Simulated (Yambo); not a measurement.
# InP (F-43m) in Yambo: notebook, part 2 of 2

Yambo 5.3.0. Earlier steps stand in the parts before.

## (3) Optical spectrum, PBE (volume scaled by 0.92)

optics9.in reads:

```
optics
chi
Chimod= "IP"
% BndsRnXd
 1 | 34 |
%
% LongDrXd
 0 | 1 | 0 |
%
% QpntsRXd
 1 | 1 |
%
% EnRngeXd
 0 | 10 | eV
%
% DmRngeXd
 0.1 | 0.1 | eV
%
ETStpsXd= 150
```

scf.in reads:

```
&CONTROL
  calculation = 'scf'
  prefix = 'pwscf'
  outdir = './tmp'
  pseudo_dir = './pseudo'
/
&SYSTEM
  ibrav = 0
  nat = 2
  ntyp = 2
  ecutwfc = 70
  nbnd = 15
  occupations = 'smearing'
  smearing = 'fd'
  degauss = 0.00367493
  force_symmorphic = .true.
/
&ELECTRONS
  conv_thr = 4d-10
  electron_maxstep = 120
  mixing_beta = 0.5
/
ATOMIC_SPECIES
In   114.8180 In.upf
P     30.9738 P.upf
CELL_PARAMETERS angstrom
   0.0000000000    2.8501715552    2.8501715552
   2.8501715552    0.0000000000    2.8501715552
   2.8501715552    2.8501715552    0.0000000000
ATOMIC_POSITIONS crystal
In     0.0000000000    0.0000000000    0.0000000000
P      0.7500000000    0.7500000000    0.7500000000
K_POINTS automatic
5 5 5 0 0 0
```

nscf.in reads:

```
&CONTROL
  calculation = 'nscf'
  prefix = 'pwscf'
  outdir = './tmp'
  pseudo_dir = './pseudo'
/
&SYSTEM
  ibrav = 0
  nat = 2
  ntyp = 2
  ecutwfc = 70
  nbnd = 109
  occupations = 'fixed'
  force_symmorphic = .true.
/
&ELECTRONS
  conv_thr = 1d-08
  diago_full_acc = .true.
  diago_thr_init = 1d-06
/
ATOMIC_SPECIES
In   114.8180 In.upf
P     30.9738 P.upf
CELL_PARAMETERS angstrom
   0.0000000000    2.8501715552    2.8501715552
   2.8501715552    0.0000000000    2.8501715552
   2.8501715552    2.8501715552    0.0000000000
ATOMIC_POSITIONS crystal
In     0.0000000000    0.0000000000    0.0000000000
P      0.7500000000    0.7500000000    0.7500000000
K_POINTS automatic
5 5 5 0 0 0
```

Potentials or basis: PseudoDojo 0.4.1 SR PBE standard.

The run is started by

```console
$ OMP_NUM_THREADS=1 pw.x -in scf.in > scf.out
$ OMP_NUM_THREADS=1 pw.x -in nscf.in > nscf.out
$ cd tmp/pwscf.save; p2y; mv SAVE ../..; cd ../..
$ OMP_NUM_THREADS=1 yambo
$ OMP_NUM_THREADS=1 yambo -F optics9.in -J optics9 -C optics9_out
```

Yambo's report:

```text
[... sections 02.01 to 02.04 as in the set-up run ...]

  [02.05] Energies & Occupations
  ==============================

  [X] === General ===
  [X] Electronic Temperature                        :  0.000000  0.000000 [eV K]
  [X] Bosonic    Temperature                        :  0.000000  0.000000 [eV K]
  [X] Finite Temperature mode                       : no
  [X] El. density                                   :  0.38871E+24 [cm-3]
  [X] Fermi Level                                   :  8.282530 [eV]

  [X] === Gaps and Widths ===
  [X] Conduction Band Min                           :  1.160776 [eV]
  [X] Valence Band Max                              :  0.000000 [eV]
  [X] Filled Bands                                  :   9
  [X] Empty Bands                                   :   10  109
  [X] Direct Gap                                    :  1.160776 [eV]
  [X] Direct Gap localized at k                     :  1
  [X] Indirect Gap                                  :  1.160776 [eV]
  [X] Indirect Gap between kpts                     :  1  1
  [X] Last valence band width                       :  2.552040 [eV]
  [X] 1st conduction band width                     :  2.738298 [eV]

 [03] Transferred momenta grid and indexing
 ==========================================

 IBZ Q-points                                      :  10
 BZ  Q-points                                      :  125

 K/Q-points units:
 rlu = crystal or reduced units; cc = cartesian coordinates; iku = interal k-units

 Q [ 1]         [rlu]:  0.000000  0.000000  0.000000
 Q [ 2]         [rlu]: -0.22582E-17 -0.22582E-17  0.20000
 Q [ 3]         [rlu]:  0.73729E-17  0.73729E-17  0.40000
 Q [ 4]         [rlu]:  0.18942E-17  0.20000      0.20000
 Q [ 5]         [rlu]: -0.27663E-18  0.20000      0.40000
 Q [ 6]         [rlu]:  0.67815E-17  0.20000     -0.40000
 Q [ 7]         [rlu]:  0.45163E-17  0.20000     -0.20000
 Q [ 8]         [rlu]:  0.37884E-17  0.40000      0.40000
 Q [ 9]         [rlu]:  0.17120E-17  0.40000      0.60000
 Q [10]         [rlu]:  0.200000  0.400000  0.600000

 [WARNING] [Xd] User bands 1-34 break level degeneracy

 [04] Dipoles
 ============

  [04.01] Setup: observables and procedures
  =========================================

  [WF-Oscillators/G space/Transverse up loader] Normalization (few states)  min/max  :  0.16134E-16   1.0000

  [WR./optics9//ndb.dipoles]------------------------------------------------------
   Brillouin Zone Q/K grids (IBZ/BZ)                :   10  125   10  125
   RL vectors                                       :   3839 [WF]
   Fragmentation                                    : yes
   Electronic Temperature                           :  0.000000 [K]
   Bosonic    Temperature                           :  0.000000 [K]
   DIP band range                                   :    1   34
   DIP band range limits                            :   9  10
   DIP e/h energy range                             : -1.000000 -1.000000 [eV]
   RL vectors in the sum                            :   3839
   [r,Vnl] included                                 : yes
   Bands ordered                                    : yes
   Direct v evaluation                              : no
   Approach used                                    : G-space v
   Dipoles computed                                 : R V P [G-space]
   Wavefunctions                                    : Perdew, Burke & Ernzerhof(X)+Perdew, Burke & Ernzerhof(C)

  [WARNING] [r,Vnl^pseudo] included in position and velocity dipoles.

  [WARNING] In case H contains other non local terms, these are neglected

 [05] Optics
 ===========

 [X-CG] R(p) Tot o/o(of R):   1649  28125    100
```

o-optics9.eps_q1_ip:

```text
# Absorption @ Q(1):   0.00000000      1.00000000      0.00000000    [q->0 direction]
#
# [ X ] Hartree size                              :  1
# [GEN] GF Energies                               : Perdew, Burke & Ernzerhof(X)+Perdew, Burke & Ernzerhof(C)
# [GEN] Green`s Function                          : T-ordered
#
# [GEN] Gauge                                     : Length
# [GEN] [r,Vnl] included                          : yes
#
#    E[1] [eV]          Im(eps)            Re(eps)
#
        0.000000           0.628292           16.37545
        0.067114           0.631827           16.39147
        0.134228           0.642646           16.44003
        0.201342           0.661411           16.52257
        0.268456           0.689332           16.64169
        0.335570           0.728350           16.80132
[... 142 lines left out ...]
        9.932886           0.574340          -2.074216
        10.00000           0.577937          -1.920647
#
```

Run time: 26 s. Hardware: 1 thread of Intel Xeon 6975P-C (Granite Rapids), shared host; peak memory 0.24 GiB.

What came out:

| Quantity | Value |
| --- | --- |
| Band gap on the k mesh, mean-field level | 1.16 eV, direct |
| Electronic dielectric constant along the field | 16.38 |

Dielectric function (along the field direction of the input):
```
energy (eV)  real part  imaginary part
       0.27      16.64            0.69
       0.47      17.27            0.85
       0.74      19.18            1.56
       1.01      24.54            6.82
       1.21       6.96           18.04
       1.48      10.06            2.64
       1.74      14.29            1.60
       2.01      18.28            2.04
       2.21      22.98            3.67
       2.48      34.24           21.66
       2.75       6.85           33.49
       2.95      -4.94            9.32
       3.22       6.07            3.23
       3.49      13.50            3.21
       3.76      24.31            8.28
       3.96      19.24           29.53
       4.23      17.84           23.38
       4.50     -24.41           51.19
       4.70     -19.46           11.46
       4.97      -8.41           11.58
       5.23     -12.13            8.36
       5.50      -4.78            3.43
       5.70       0.31            5.74
       5.97      -8.74            8.84
       6.24      -3.24            4.41
       6.44      -5.47            7.76
       6.71      -3.09            2.70
       6.98      -2.33            2.90
       7.25       0.92            4.16
       7.45      -2.62            7.44
       7.72      -4.11            8.25
       7.99      -4.63            4.18
       8.19      -4.57            3.76
       8.46      -2.68            2.52
       8.72      -3.68            2.94
       8.99      -3.18            2.64
       9.19      -4.00            1.46
       9.46      -2.61            1.00
       9.73      -2.72            0.83
      10.00      -1.92            0.58
```

Caveat: a mesh with odd counts misses the zone's faces, so its gaps can be larger than the crystal's; spectra need much finer meshes, so this one isn't converged; independent-particle spectra lack excitons; spin-orbit coupling is left out, which moves the levels of the heavy elements; an odd mesh through Γ misses points on the zone boundary, where band edges often lie.
